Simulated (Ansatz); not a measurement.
CoPt (CuAu type, space group P4/mmm)

```xyz
2
Lattice="2.6948 0.0000 0.0000 0.0000 2.6948 0.0000 0.0000 0.0000 3.7242" Properties=species:S:1:pos:R:3 pbc="T T T"
Co     1.3474     1.3474     1.8621
Pt     0.0000     0.0000     0.0000
```

The slice is a (010) plane (indices of the conventional cell) through the point (0.000, 0.000, 0.000) (fractional), spanned by u = [100] and v = [001] in vectors of this cell: u (2.69 Å) and v (3.72 Å, at 90° to u). It covers one period; positions are fractions (u, v).

The numbers are results of PBE (plane waves to 420 eV, PAW, scalar-relativistic; Ansatz, a first-principles code), not measurements. k mesh 17×17×13. Near the nuclei the fields are pseudised (PAW); where an atom keeps semicore shells as valence, they peak there. CoPt was relaxed with its symmetry unable to fall. Relaxed CoPt ends ferromagnetic. Spin-orbit coupling is left out, though Pt is heavy. Other magnetic orders were not checked, so this need not be the ground state.

Question: What is the ELF at the midpoint of the shortest Pt–Pt line in this plane (2.69 Å)?

Answer: 0.3.

Question: What is the valence density on the shortest Pt–Pt line in this plane (2.69 Å), at its midpoint?

Answer: 0.44 e/Å³.

Question: Sketch the valence electron density on this plane as a map.

Answer: 
```
|@@@@@@@@%%%%**++==--::::::::--==++**%%%%@@@@@@|
|@@@@@@@@%%##**++==--::::::::--==++**##%%@@@@@@|
|@@@@@@%%%%##**==----::::::::----==**##%%%%@@@@|
|%%%%%%%%##**++==--::::::::::::--==++**##%%%%%%|
|%%%%####**++==----::::....::::----==++**####%%|
|####****++==----::::........::::----==++****##|
|++++++++==----::::............::::----==++++++|
|======------::::................::::------====|
|------::::::::....................::::::::----|
|::::::::................................::::::|
|......................    ....................|
|......                ....                ....|
|                    ........                  |
|                    ........                  |
|                    ........                  |
|                    ........                  |
|                    ........                  |
|                    ........                  |
|                    ........                  |
|......                ....                ....|
|......................    ....................|
|::::::::................................::::::|
|------::::::::....................::::::::----|
|======------::::................::::------====|
|++++++++==----::::............::::----==++++++|
|####****++==----::::........::::----==++****##|
|%%%%####**++==----::::....::::----==++**####%%|
|%%%%%%%%##**++==--::::::::::::--==++**##%%%%%%|
|@@@@@@%%%%##**==----::::::::----==**##%%%%@@@@|
|@@@@@@@@%%##**++==--::::::::--==++**##%%@@@@@@|
|@@@@@@@@%%%%**++==--::::::::--==++**%%%%@@@@@@|
|@@@@@@@@%%%%##++==--::::::::--==++##%%%%@@@@@@|
```
Scale: ten equal steps from -0.82 (start of ' ') to 1.08 (end of '@'), in the order ' .:-=+*#%@'. Values: log₁₀ of the valence density in e/Å³. The map has 23 points along u (two characters each, u = 0 at the left) and 32 along v (v = 0 in the bottom row). The scale is logarithmic, as a density can span decades between atoms and voids.
